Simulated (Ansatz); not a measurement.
Computed with Ansatz 0.2.0, DFT PBE, scalar-relativistic, plane waves, PAW. Settings: cutoff 420 eV, Γ-centred meshes spaced at most about 0.3 Å⁻¹, and about 0.25 Å⁻¹ or finer for metals (2π included), Gaussian smearing. No spin polarisation in the final relaxations.

Temperature and zero-point effects are left out.

Two relaxed structures of GePt:

A.

```cif
data_structure
_symmetry_space_group_name_H-M 'F-43m'
_symmetry_Int_Tables_number 216
_cell_length_a 5.6277
_cell_length_b 5.6277
_cell_length_c 5.6277
_cell_angle_alpha 90.000
_cell_angle_beta 90.000
_cell_angle_gamma 90.000
_cell_volume 178.24
loop_
_atom_site_label
_atom_site_type_symbol
_atom_site_symmetry_multiplicity
_atom_site_Wyckoff_symbol
_atom_site_fract_x
_atom_site_fract_y
_atom_site_fract_z
_atom_site_occupancy
Ge1 Ge 4 a 0.00000 0.00000 0.00000 1
Pt1 Pt 4 c 0.25000 0.25000 0.25000 1
```

B.

```cif
data_structure
_symmetry_space_group_name_H-M 'Pm-3m'
_symmetry_Int_Tables_number 221
_cell_length_a 3.1906
_cell_length_b 3.1906
_cell_length_c 3.1906
_cell_angle_alpha 90.000
_cell_angle_beta 90.000
_cell_angle_gamma 90.000
_cell_volume 32.48
loop_
_atom_site_label
_atom_site_type_symbol
_atom_site_symmetry_multiplicity
_atom_site_Wyckoff_symbol
_atom_site_fract_x
_atom_site_fract_y
_atom_site_fract_z
_atom_site_occupancy
Ge1 Ge 1 a 0.00000 0.00000 0.00000 1
Pt1 Pt 1 b 0.50000 0.50000 0.50000 1
```

Task: Which form is favoured at zero pressure, and by what margin per atom?

Result: A is lower, by 75 meV/atom. A has the zinc blende type, space group F-43m (No. 216), 22.3 Å³/atom and no gap on its mesh; B has the caesium chloride type, space group Pm-3m (No. 221), 16.2 Å³/atom and no gap. Counting Ge atoms around Pt (those within 1.25 times the shortest such distance or 1.15 times the sum of covalent radii, 1.27 where that leaves under three), A has Pt 4 and B has Pt 8. The lower one is the more open, so pressure narrows the difference. In A, around Ge lie 4 Pt at 2.44 Å; Pt is surrounded by 4 Ge at 2.44 Å. In B, Ge has 8 Pt at 2.76 Å and 6 Ge at 3.19 Å; Pt has 8 Ge at 2.76 Å and 6 Pt at 3.19 Å. Both come from invented guesses. A third cell relaxed alike, in Fm-3m, lies 4 meV/atom below the lower of the two. The part of the Crystallography Open Database at hand lists GePt in space group No. 62, which no cell shown has.

Spin–orbit coupling, which can matter for Pt, is left out. Cells relaxed within their symmetry can be saddle points.

Zinc blende wins over the caesium chloride form by 75 meV/atom; it has four short Pt–Ge contacts at 2.44 Å against eight longer ones at 2.76 Å, and stronger bonding in the short contacts may be the reason, though no bonding analysis was made. Pt and Ge differ little in electronegativity, so the higher coordination brings little electrostatic gain, and overlap of Pt 5d and 6s with Ge 4p states probably decides the order. The absence of a gap in the tetrahedral form fits the electron count: unlike in a III–V semiconductor, there are too few valence electrons to fill both the d shell and the bonding sp states.

The preference does not make zinc blende the ground state. The Fm-3m cell is practically degenerate with it, which suggests no strong drive towards tetrahedral bonding. Known GePt adopts the orthorhombic MnP type, a distorted nickel arsenide arrangement in which Pt has six Ge neighbours and metal–metal contacts also contribute. The disagreement most likely reflects the choice of cubic candidates rather than the functional. Under compression, that denser family may well pre-empt a direct change from A to B.
